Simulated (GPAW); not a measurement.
The system is SiC.

```
Si C
1.0
     3.07569    0.00000    0.00000
    -1.53785    2.66363    0.00000
     0.00000    0.00000   10.07065
Si C
4 4
Direct
  0.00000 0.00000 0.18789
  0.00000 0.00000 0.68789
  0.33333 0.66667 0.43784
  0.66667 0.33333 0.93784
  0.00000 0.00000 0.00046
  0.00000 0.00000 0.50046
  0.33333 0.66667 0.24980
  0.66667 0.33333 0.74980
```

The cell is a database's computed one.

- Program: GPAW 26.7.0
- Task: relaxation of cell and atoms
- Functional: revPBE
- Dispersion: D3
- Potentials or basis: the program's PAW data sets (release 1.2.1) made for this functional
- Cutoff: 800 eV
- Basis: pw
- k mesh: 6 × 6 × 2
- Occupations: fermi-dirac, width 0.05 eV
- Spin: no spin polarisation

At the start: pressure 3.8 GPa; volume 10.31 Å³/atom.

Question: How do energy, volume and symmetry change on relaxing?

Answer: Over 3 steps the energy falls by 2.3 meV/atom and the volume is 10.48 Å³/atom (+1.6 %); space group P6_3mc (No. 186, to 0.05 Å).

Step by step:
```tsv
step	energy change (eV)	largest force (eV/Å)	pressure (GPa)	volume (Å³)
1	0.0000	0.0183	3.83	82.50
2	-0.0027	0.0095	3.52	82.61
3	-0.0186	0.0473	0.13	83.86
```

Final structure:
```yaml
crystal:
  lattice:
    - [3.09298, 0.00000, 0.00000]
    - [-1.54649, 2.67860, 0.00000]
    - [0.00000, 0.00000, 10.12219]
  atoms:
    - { symbol: Si, position: [0.00000, 0.00000, 0.18807] }
    - { symbol: Si, position: [0.00000, 0.00000, 0.68807] }
    - { symbol: Si, position: [0.33333, 0.66667, 0.43781] }
    - { symbol: Si, position: [0.66667, 0.33333, 0.93781] }
    - { symbol: C, position: [0.00000, 0.00000, 0.00026] }
    - { symbol: C, position: [0.00000, 0.00000, 0.50026] }
    - { symbol: C, position: [0.33333, 0.66667, 0.24986] }
    - { symbol: C, position: [0.66667, 0.33333, 0.74986] }
```

Caveat: the k mesh is coarse; later steps reuse the first step's grids.
